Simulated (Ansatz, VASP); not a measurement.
# KMgF3 in VASP and in Ansatz

```xyz
5
Lattice="3.9859 0.0000 0.0000 0.0000 3.9859 0.0000 0.0000 0.0000 3.9859" Properties=species:S:1:pos:R:3 pbc="T T T"
K     1.9929    1.9929    1.9929
Mg    0.0000    0.0000    0.0000
F     0.0000    0.0000    1.9929
F     0.0000    1.9929    0.0000
F     1.9929    0.0000    0.0000
```

Alike in both runs: task single point; functional PBE; k mesh 7 × 7 × 7; occupations fermi-dirac, width 0.05 eV; no spin polarisation.

|  | VASP | Ansatz |
| --- | --- | --- |
| version | VASP 6.6.1 | Ansatz 0.2.0 |
| potentials or method | VASP PAW PBE potentials, release 64 (K_sv, Mg, F) | Ansatz PAW |
| plane-wave cutoff (eV) | 520 | 420 |
| valence electrons in the cell | 32 | 40 |

```tsv
	VASP	Ansatz	Ansatz less VASP
gap on the k mesh at the Fermi level (eV)	7.34	7.37	+0.030
least direct gap on the mesh (eV)	7.63	7.66	+0.028
pressure (GPa)	3.4	3.8	+0.41
```

The two sets of potentials don't hold the same shells in valence.

Caveats: an odd mesh through Γ misses points on the zone boundary, where band edges often lie (VASP); odd divisions of the mesh miss points on the zone boundary, where band edges often lie, so the gap on the mesh can be too wide (Ansatz); the pressure holds a Pulay correction of +0.5 GPa for the finite cutoff (Ansatz).
